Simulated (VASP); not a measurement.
# Zr3S2 (R32) in VASP: notebook, part 2 of 2

VASP 6.6.1.

### Step 9. Single point, PBEsol (atoms moved at random, drawn with an rms of 0.05 Å)

Input file INCAR:

```
PREC     = Accurate       # precision mode
ENCUT    = 520            # plane-wave cutoff, eV
EDIFF    = 1E-7           # SCF threshold, eV
ISMEAR   = -1             # smearing method
SIGMA    = 0.05           # smearing width, eV
LREAL    = F              # projectors in reciprocal space
LASPH    = T              # aspherical terms in the spheres
NELM     = 80             # most SCF steps
ALGO     = Normal         # electronic algorithm
ISIF     = 2              # what is computed and relaxed
LWAVE    = F              # write WAVECAR
LCHARG   = F              # write CHGCAR
GGA      = PS             # functional
NBANDS   = 32             # bands
KPAR     = 2
```

Input file KPOINTS:

```
regular mesh
0
Gamma
  6 6 6
```

Input file POSCAR:

```
Zr3S2
1.0
    2.9025379727      1.6757810799      3.4877732718
   -2.9025379727      1.6757810799      3.4877732718
    0.0000000000     -3.3515621597      3.4877732718
Zr S
3 2
Direct
    0.8451640000      0.4957590000      0.1468560000
    0.4962570000      0.1619030000      0.8477010000
    0.1402330000      0.8567920000      0.4974680000
    0.6568480000      0.6643250000      0.6612470000
    0.3326670000      0.3457420000      0.3378430000
```

Potentials or basis: VASP PAW PBE potentials, release 64 (Zr_sv, S).

On the command line:

```bash
> cat potpaw_PBE.64/Zr_sv/POTCAR potpaw_PBE.64/S/POTCAR > POTCAR
> mpirun -np 2 vasp_std > vasp.out
```

OUTCAR:

```text
PREC = Accurate
   ENCUT = 520
   EDIFF = 1E-7
   ISMEAR = -1
   LREAL = F
   LASPH = T
   NELM = 80
   ISIF = 2
   GGA = PS

 ion  position               nearest neighbor table
   1  0.845  0.496  0.147-   4 2.59   5 2.61   5 2.62   4 2.67   3 3.23   2 3.25   3 3.28   2 3.32
                             2 3.43   2 3.49   3 3.52   3 3.56
   2  0.496  0.162  0.848-   4 2.60   5 2.60   5 2.64   4 2.64   1 3.25   3 3.26   3 3.29   1 3.32
                             1 3.43   1 3.49   3 3.51   3 3.53
   3  0.140  0.857  0.497-   4 2.59   5 2.62   5 2.64   4 2.67   1 3.23   2 3.26   1 3.28   2 3.29
[... 1048 lines left out ...]
  -------------------------------------------------------------------------------------
  Total       -3.8419108     -3.2359623     -3.4375640     -0.0328862      0.4027642      0.1343276
  in kB      -60.4732313    -50.9353562    -54.1086489     -0.5176421      6.3396722      2.1143715
  external PRESSURE =     -55.1724121 kB  Pullay stress =       0.0000000 kB

 VOLUME and BASIS-vectors are now :
 -----------------------------------------------------------------------------
  energy-cutoff  :      520.00
  volume of cell :      101.79
      direct lattice vectors                 reciprocal lattice vectors
     2.902537973  1.675781080  3.487773272     0.172263035  0.099456110  0.095571962
    -2.902537973  1.675781080  3.487773272    -0.172263035  0.099456110  0.095571962
     0.000000000 -3.351562160  3.487773272     0.000000000 -0.198912219  0.095571962

 POSITION                                       TOTAL-FORCE (eV/Angst)
 -----------------------------------------------------------------------------------
      1.01416      1.75490      5.18904        -0.530426     -0.612994      0.303137
      0.97048     -1.73819      5.25210        -0.099894      0.510462     -0.384481
     -2.07984      0.00350      5.21245         0.864035      0.029113      0.170678
     -0.02170     -0.00221      6.91423        -0.233394      0.173954     -0.046289
     -0.03795      0.00456      3.54446        -0.000320     -0.100534     -0.043046
 -----------------------------------------------------------------------------------
    total drift:                                0.000043     -0.000055     -0.000020

  FREE ENERGIE OF THE ION-ELECTRON SYSTEM (eV)
  ---------------------------------------------------
  free  energy   TOTEN  =       -41.7771834866 eV

  energy  without entropy=      -41.7568786365  energy(sigma->0) =      -41.76703106
```

OSZICAR:

```text
N       E                     dE             d eps       ncg     rms          rms(c)
DAV:   1     0.441843372304E+03    0.44184E+03   -0.24854E+04  7176   0.146E+03
DAV:   2    -0.636195238165E+01   -0.44821E+03   -0.43222E+03  8400   0.408E+02
DAV:   3    -0.409397342109E+02   -0.34578E+02   -0.33743E+02 11384   0.903E+01
DAV:   4    -0.436662419659E+02   -0.27265E+01   -0.27134E+01 10768   0.223E+01
DAV:   5    -0.437708370494E+02   -0.10460E+00   -0.10457E+00 10432   0.425E+00    0.233E+01
DAV:   6    -0.419012016991E+02    0.18696E+01   -0.52525E+00  8584   0.111E+01    0.103E+01
DAV:   7    -0.417915329127E+02    0.10967E+00   -0.12534E+00 12456   0.485E+00    0.313E+00
DAV:   8    -0.417797436052E+02    0.11789E-01   -0.17387E-01  8608   0.203E+00    0.698E-01
DAV:   9    -0.417774859275E+02    0.22577E-02   -0.26897E-02 10096   0.111E+00    0.308E-01
DAV:  10    -0.417771716100E+02    0.31432E-03   -0.37516E-03 11536   0.506E-01    0.180E-01
DAV:  11    -0.417772137810E+02   -0.42171E-04   -0.20618E-03  9136   0.290E-01    0.689E-02
DAV:  12    -0.417771852828E+02    0.28498E-04   -0.14915E-04  9800   0.768E-02    0.334E-02
DAV:  13    -0.417771831930E+02    0.20897E-05   -0.17405E-05 10912   0.228E-02    0.370E-03
DAV:  14    -0.417771836138E+02   -0.42075E-06   -0.10991E-06 10928   0.553E-03    0.144E-03
DAV:  15    -0.417771835049E+02    0.10887E-06   -0.10264E-07  6224   0.182E-03    0.602E-04
DAV:  16    -0.417771834866E+02    0.18357E-07   -0.23402E-08  6256   0.976E-04
   1 F= -.41777183E+02 E0= -.41767031E+02  d E =-.203049E-01
```

It took 2.3 min on 2 MPI ranks of Intel Xeon Platinum 8488C (Sapphire Rapids), shared host; peak memory 0.38 GiB.

Results:

| Property | Result |
| --- | --- |
| Free energy | -41.7772 eV |
| Pressure | -5.5 GPa |
| Largest force | 0.881 eV/Å |
| Band gap on the k mesh | none (metal or under the smearing width) |

Forces on the atoms (eV/Å):
```
Zr  -0.530 -0.613  0.303
Zr  -0.100  0.510 -0.384
Zr   0.864  0.029  0.171
S   -0.233  0.174 -0.046
S    0.000 -0.101 -0.043
```

Caveat: the PAW data sets were made with another functional, which shifts forces and pressure a little.

### Step 10. Equation of state, PBEsol

Potentials or basis: VASP PAW PBE potentials, release 64 (Zr_sv, S).

This step only gathers the single runs of the series.

What came out:

```
Equilibrium volume                        : 19.55 Å³/atom
Bulk modulus at fixed shape and positions : 131 GPa
Pressure derivative of the bulk modulus   : 4.3
```

Energy against volume, from the lowest point:
| volume (Å³/atom) | energy (meV/atom) |
| --- | --- |
| 19.136 | 3.69 |
| 19.543 | 0.00 |
| 19.950 | 3.26 |
| 20.358 | 12.78 |
| 20.765 | 27.90 |
| 21.172 | 48.02 |
| 21.579 | 72.64 |

Caveat: the cell was scaled at fixed shape and fractional positions, which overstates the stiffness of a crystal with free parameters, most of all of layers and chains; the PAW data sets were made with another functional, which shifts forces and pressure a little.

### Step 11. Single point, PBE

Input file INCAR:

```
SYSTEM = Zr3S2
ALGO = Normal
EDIFF = 1E-7
ENCUT = 520
GGA = PE
ISIF = 2
ISMEAR = -1
LASPH = .TRUE.
LCHARG = .TRUE.
LELF = .TRUE.
LREAL = .FALSE.
LVHAR = .TRUE.
LWAVE = .FALSE.
NBANDS = 32
NELM = 80
PREC = Accurate
SIGMA = 0.05
```

Input file KPOINTS:

```
k-points
0
G
  6 6 6
  0 0 0
```

Input file POSCAR:

```
Zr3S2
1.0
    2.9025379727      1.6757810799      3.4877732718
   -2.9025379727      1.6757810799      3.4877732718
    0.0000000000     -3.3515621597      3.4877732718
Zr S
3 2
Direct
    0.8387270000      0.5000000000      0.1612730000
    0.5000000000      0.1612730000      0.8387270000
    0.1612730000      0.8387270000      0.5000000000
    0.6650230000      0.6650230000      0.6650230000
    0.3349770000      0.3349770000      0.3349770000
```

On the command line:

```bash
> cat potpaw_PBE.64/Zr_sv/POTCAR potpaw_PBE.64/S/POTCAR > POTCAR
> mpirun -np 1 vasp_std > vasp.out
```

Wall time 2 min (1 thread of Intel Xeon Platinum 8175M at 2.50GHz (Skylake/Cascade Lake), shared host); peak memory 0.24 GiB.

It converged, with:

```yaml
Free_energy: -39.2396 eV
Pressure: -0.9 GPa
Largest_force: 0.055 eV/Å
Band_gap_on_the_k_mesh: none (metal or under the smearing width)
```

Forces on the atoms (eV/Å):
```
Zr  -0.027 -0.047  0.000
Zr  -0.027  0.047  0.000
Zr   0.055  0.000  0.000
S    0.000  0.000 -0.016
S    0.000  0.000  0.016
```

Stress tensor (GPa, compression positive):
```
-0.96  0.00  0.00
 0.00 -0.96  0.00
 0.00  0.00 -0.78
```

Levels at points of the mesh, in eV from the Fermi level:
```
           k point  band 20  band 21  band 22  band 23  band 24  band 25  band 26  band 27  band 28  band 29
(0.00, 0.00, 0.00)    -4.08    -2.60    -1.82     0.10     0.10     0.70     0.70     2.00     2.75     2.75
(0.50, 0.00, 0.00)    -3.69    -1.20    -1.11    -0.85    -0.66    -0.12     1.02     1.77     1.79     2.47
(0.50, 0.50, 0.00)    -3.74    -1.86    -1.21    -0.82    -0.28    -0.04     0.93     1.90     2.01     2.15
(0.50, 0.50, 0.50)    -4.32    -0.77    -0.39    -0.17    -0.17     0.34     0.34     1.08     1.08     2.21
```

### Step 12. Single point, PBE (atoms moved at random, drawn with an rms of 0.05 Å)

Input file INCAR:

```
SYSTEM = Zr3S2
  PREC = Accurate
  ENCUT = 520
  EDIFF = 1E-7
  ISMEAR = -1
  SIGMA = 0.05
  LREAL = .False.
  LASPH = .True.
  NELM = 80
  ALGO = Normal
  ISIF = 2
  LWAVE = .False.
  LCHARG = .False.
  GGA = PE
  NBANDS = 32
```

Input file KPOINTS:

```
regular mesh
0
Gamma
  6 6 6
  0 0 0
```

Input file POSCAR:

```
Zr3S2
1.0
    2.9025379727      1.6757810799      3.4877732718
   -2.9025379727      1.6757810799      3.4877732718
    0.0000000000     -3.3515621597      3.4877732718
Zr S
3 2
Direct
    0.8451640000      0.4957590000      0.1468560000
    0.4962570000      0.1619030000      0.8477010000
    0.1402330000      0.8567920000      0.4974680000
    0.6568480000      0.6643250000      0.6612470000
    0.3326670000      0.3457420000      0.3378430000
```

Potentials or basis: VASP PAW PBE potentials, release 64 (Zr_sv, S).

On the command line:

```bash
> cat potpaw_PBE.64/Zr_sv/POTCAR potpaw_PBE.64/S/POTCAR > POTCAR
> mpirun -np 1 vasp_std > vasp.out
```

OUTCAR:

```text
SYSTEM = Zr3S2
   PREC = Accurate
   ENCUT = 520
   EDIFF = 1E-7
   ISMEAR = -1
   LREAL = .False.
   LASPH = .True.
   NELM = 80
   ISIF = 2
   GGA = PE

 ion  position               nearest neighbor table
   1  0.845  0.496  0.147-   4 2.59   5 2.61   5 2.62   4 2.67   3 3.23   2 3.25   3 3.28   2 3.32
                             2 3.43   2 3.49   3 3.52   3 3.56
   2  0.496  0.162  0.848-   4 2.60   5 2.60   5 2.64   4 2.64   1 3.25   3 3.26   3 3.29   1 3.32
                             1 3.43   1 3.49   3 3.51   3 3.53
[... 1049 lines left out ...]
  -------------------------------------------------------------------------------------
  Total       -1.3627835     -0.7423310     -0.6554617     -0.0300643      0.4149743      0.1419081
  in kB      -21.4507642    -11.6845911    -10.3172319     -0.4732235      6.5318637      2.2336903
  external PRESSURE =     -14.4841958 kB  Pullay stress =       0.0000000 kB

 VOLUME and BASIS-vectors are now :
 -----------------------------------------------------------------------------
  energy-cutoff  :      520.00
  volume of cell :      101.79
      direct lattice vectors                 reciprocal lattice vectors
     2.902537973  1.675781080  3.487773272     0.172263035  0.099456110  0.095571962
    -2.902537973  1.675781080  3.487773272    -0.172263035  0.099456110  0.095571962
     0.000000000 -3.351562160  3.487773272     0.000000000 -0.198912219  0.095571962

 POSITION                                       TOTAL-FORCE (eV/Angst)
 -----------------------------------------------------------------------------------
      1.01416      1.75490      5.18904        -0.503022     -0.560501      0.309466
      0.97048     -1.73819      5.25210        -0.059392      0.451243     -0.394837
     -2.07984      0.00350      5.21245         0.808951      0.032583      0.175949
     -0.02170     -0.00221      6.91423        -0.245227      0.181663     -0.058528
     -0.03795      0.00456      3.54446        -0.001311     -0.104989     -0.032049
 -----------------------------------------------------------------------------------
    total drift:                                0.000036     -0.000057     -0.000020

  FREE ENERGIE OF THE ION-ELECTRON SYSTEM (eV)
  ---------------------------------------------------
  free  energy   TOTEN  =       -39.1480708699 eV

  energy  without entropy=      -39.1281497707  energy(sigma->0) =      -39.13811032
```

stdout:

```text
POSCAR found type information on POSCAR ZrS
 POSCAR found :  2 types and       5 ions
 scaLAPACK will be used
 LDA part: xc-table for (Slater+PW92), standard interpolation
 POSCAR, INCAR and KPOINTS ok, starting setup
 FFT: planning ... GRIDC
 FFT: planning ... GRID_SOFT
 FFT: planning ... GRID
 WAVECAR not read
 entering main loop
```

It took 8.3 min on 1 thread of Intel Xeon Platinum 8175M at 2.50GHz (Skylake/Cascade Lake), shared host; peak memory 0.4 GiB.

What came out:

| Item | Value |
| --- | --- |
| Free energy | -39.1481 eV |
| Pressure | -1.4 GPa |
| Largest force | 0.829 eV/Å |
| Band gap on the k mesh | none (metal or under the smearing width) |

Forces in eV/Å, atoms in the order of the input:
```
Zr  -0.503 -0.561  0.309
Zr  -0.059  0.451 -0.395
Zr   0.809  0.033  0.176
S   -0.245  0.182 -0.059
S   -0.001 -0.105 -0.032
```

Levels at points of the mesh, in eV from the Fermi level:
| k point | band 20 | band 21 | band 22 | band 23 | band 24 | band 25 | band 26 | band 27 | band 28 | band 29 |
| --- | --- | --- | --- | --- | --- | --- | --- | --- | --- | --- |
| (0.00, 0.00, 0.00) | -4.01 | -2.64 | -1.92 | 0.07 | 0.11 | 0.64 | 0.77 | 1.89 | 2.73 | 2.77 |
| (0.50, 0.00, 0.00) | -3.72 | -1.37 | -1.08 | -0.90 | -0.59 | 0.01 | 0.84 | 1.65 | 1.85 | 2.25 |
| (0.00, 0.50, 0.00) | -3.69 | -1.33 | -1.09 | -0.85 | -0.69 | 0.00 | 0.92 | 1.64 | 1.81 | 2.28 |
| (0.00, 0.00, 0.50) | -3.67 | -1.37 | -1.14 | -0.89 | -0.67 | 0.00 | 0.79 | 1.66 | 1.95 | 2.38 |
| (0.50, 0.50, 0.00) | -3.73 | -1.85 | -1.31 | -0.76 | -0.34 | -0.15 | 0.97 | 1.84 | 1.88 | 2.24 |
| (0.50, 0.00, 0.50) | -3.65 | -1.87 | -1.25 | -0.82 | -0.28 | -0.20 | 1.03 | 1.84 | 1.89 | 2.18 |
| (0.00, 0.50, 0.50) | -3.66 | -1.83 | -1.28 | -0.83 | -0.23 | -0.20 | 1.01 | 1.86 | 1.89 | 2.20 |
| (0.50, 0.50, 0.50) | -4.30 | -0.71 | -0.57 | -0.20 | -0.12 | 0.29 | 0.35 | 1.06 | 1.16 | 2.19 |

### Step 13. Overview

| task | level | cell | ladder | gap on the mesh (eV) | pressure (GPa) | largest force (eV/Å) |
| --- | --- | --- | --- | --- | --- | --- |
| single point | PBEsol | as given | free | none | -5.0 | 0.13 |
| single point | PBEsol | atoms moved at random, drawn with an rms of 0.05 Å | free | none | -5.5 | 0.88 |
| equation of state | PBEsol | as given | free | - | - | - |
| single point | PBE | as given | - | none | -0.9 | 0.05 |
| single point | PBE | atoms moved at random, drawn with an rms of 0.05 Å | - | none | -1.4 | 0.83 |

Alike in all rows: potentials or basis VASP PAW PBE potentials, release 64 (Zr_sv, S); no spin polarisation; k mesh 6 × 6 × 6; cutoff (eV) 520; smearing fermi-dirac 0.05 eV.

Caveats: the PAW data sets were made with another functional, which shifts forces and pressure a little (some runs); the cell was scaled at fixed shape and fractional positions, which overstates the stiffness of a crystal with free parameters, most of all of layers and chains (some runs).

Total energies depend on the potentials used, so only differences within one code and one set of settings carry meaning.
